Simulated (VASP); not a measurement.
Se:

```
Se
1.0
     1.92500    1.11140    0.88167
    -1.92500    1.11140    0.88167
     0.00000   -2.22280    0.88167
Se
1
Direct
  0.00000 0.00000 0.00000
```

This isn't the form of Se at room conditions, which is trigonal, of chains.

```yaml
Program: VASP 6.6.1
Task: relaxation of cell and atoms
Functional: PBEsol
Potentials_or_basis: VASP PAW PBE potentials, release 64 (Se)
Cutoff: 600 eV
k_mesh: 17 × 17 × 17
Occupations: methfessel-paxton, width 0.1 eV
Spin: no spin polarisation
```

At the start: pressure 152.3 GPa; volume 11.32 Å³/atom.

Where does the relaxation end?

Over 27 steps the energy falls by 2668.0 meV/atom and the volume is 21.60 Å³/atom (+90.9 %); space group R-3m (No. 166, to 0.05 Å).

Step by step:
| step | energy change (eV) | largest force (eV/Å) | pressure (GPa) | volume (Å³) |
| --- | --- | --- | --- | --- |
| 1 | 0.0000 | 0.0000 | 152.30 | 11.32 |
| 2 | -0.9475 | 0.0000 | -10.60 | 39.67 |
| 3 | -2.3482 | 0.0000 | -4.67 | 20.58 |
| 4 | -2.3620 | 0.0000 | -2.65 | 19.99 |
| 5 | -2.3678 | 0.0000 | 0.22 | 19.29 |
| 6 | -2.3675 | 0.0000 | -0.62 | 19.48 |
| 7 | -2.4150 | 0.0000 | -0.17 | 19.55 |
| 8 | -2.5659 | 0.0000 | 2.13 | 19.59 |
| 9 | -2.5653 | 0.0000 | 13.95 | 18.89 |
| 10 | -2.5763 | 0.0000 | 13.00 | 19.05 |
| 11 | -2.6063 | 0.0000 | 10.41 | 19.50 |
| 12 | -2.6450 | 0.0000 | 5.49 | 20.36 |
| 13 | -2.6163 | 0.0000 | -3.01 | 21.89 |
| 14 | -2.6528 | 0.0000 | 2.85 | 20.82 |
| 15 | -2.6529 | 0.0000 | 2.29 | 20.91 |
| 16 | -2.6528 | 0.0000 | 2.09 | 20.95 |
| 17 | -2.6543 | 0.0000 | 2.20 | 20.95 |
| 18 | -2.6578 | 0.0000 | 2.47 | 20.95 |
| 19 | -2.6611 | 0.0000 | 2.87 | 20.91 |
| 20 | -2.6659 | 0.0000 | 1.40 | 21.25 |
| 21 | -2.6677 | 0.0000 | -0.15 | 21.63 |
| 22 | -2.6677 | 0.0000 | -0.08 | 21.61 |
| 23 | -2.6677 | 0.0000 | -0.08 | 21.61 |
| 24 | -2.6677 | 0.0000 | -0.08 | 21.61 |
| 25 | -2.6678 | 0.0000 | -0.07 | 21.61 |
| 26 | -2.6680 | 0.0000 | -0.06 | 21.60 |
| 27 | -2.6680 | 0.0000 | -0.07 | 21.60 |

Final structure:
```
Se
1.0
     1.99957    1.15446    1.55960
    -1.99957    1.15446    1.55960
     0.00000   -2.30891    1.55960
Se
1
Direct
  0.00000 0.00000 0.00000
```

Caveat: the volume moved by over 15 % at a fixed basis, so the end points are rough; the PAW data sets were made with another functional, which shifts forces and pressure a little; the volume moved by +91 % from the deposited cell, more than functionals usually miss.
